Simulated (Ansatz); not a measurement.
Exchange couplings of Fe (Fmmm)

Geometry: a structure from the Materials Project, repeated to hold the magnetic orders; nothing is relaxed.

Functional, mesh and filling: PBE, 9×7×7 k mesh, Fermi–Dirac smearing of 0.025 eV. PAW means Ansatz 0.2.0 on its default frozen-core files. Site moments are integrated in spheres about the atoms.

The run was typed so:

```yaml
crystal:
  lattice:
    - [2.9968794198, 0.0, 0.0]
    - [0.0, 3.8834793812, 0.0]
    - [0.0, 0.0, 3.9302103246]
  atoms:
    - { symbol: Fe, position: [0.0, 0.0, 0.0], spin: 1.9 }
    - { symbol: Fe, position: [0.5, 0.5, 0.0], spin: 1.9 }
    - { symbol: Fe, position: [0.5, 0.0, 0.5], spin: -1.9 }
    - { symbol: Fe, position: [0.0, 0.5, 0.5], spin: -1.9 }
magnetization:
  spin_polarized: true
kpoints:
  mp_grid: { grid: [9, 7, 7] }
scf:
  occupations: { method: fermi_dirac, width: 0.025 }
  lower_state_search: "off"
hamiltonian:
  xc: pbe
  pseudopotentials: { kind: paw }
output:
  eigenvalues: false
  eigenstates:
    nscf_kmesh: { grid: [9, 7, 7] }
    top_band: c41
    exchange_couplings: { magnetic: [{ species: Fe }] }
  write_density: true
  write_potential: true
  elf: true
  volumetric_format: npy
```

Command: `ansatz run input.yaml --threads 2 --pin off --max-ram 6144MiB --backend cpu --events-out ev --progress --plain --runs-dir out`

Site moments (μB): Fe1 1.87, Fe2 1.87, Fe3 -1.87, Fe4 -1.87. Cell moment 0.00 μB.

Couplings come from the force theorem (directions of the magnetic atoms constrained, all else relaxed) on a 9×7×7 mesh, with E = −Σ J e_i·e_j over ordered pairs of unit vectors, so positive J favours parallel moments.

```csv
pair,count,J PAW (meV)
Fe1–Fe at 2.45 Å,4,+12.19
Fe1–Fe at 2.47 Å,4,+24.06
Fe1–Fe at 2.76 Å,4,-6.44
Fe1–Fe at 3.00 Å,2,+4.75
Fe1–Fe at 3.88 Å,2,+5.09
Fe1–Fe at 3.93 Å,2,+2.94
Fe1–Fe at 4.08 Å,8,+0.32
Fe1–Fe at 4.60 Å,8,+0.50
Fe1–Fe at 4.63 Å,8,-1.90
Fe1–Fe at 4.90 Å,4,+1.21
"Fe1–Fe at 4.91 Å, set 1",4,-2.60
"Fe1–Fe at 4.91 Å, set 2",4,+0.90
Fe1–Fe at 4.94 Å,4,+0.90
Fe1–Fe at 5.53 Å,4,-0.07
Fe1–Fe at 5.99 Å,2,0.00
Fe1–Fe at 6.01 Å,4,-0.51
```

Pairs at one distance with different couplings are listed as sets.

The program reports that this state isn't the lowest of its own couplings.

The couplings come from one mesh, and their convergence in k wasn't tested.

They shouldn't be read as transferable Heisenberg parameters: they are taken about a state that they themselves reject, with itinerant moments.

The Ansatz runs typed with the search for lower states off end where their start leads. These are results for the start and cell typed. The real compound can order otherwise, in a larger cell, or not at all, since semilocal functionals at zero temperature often overstate magnetism.
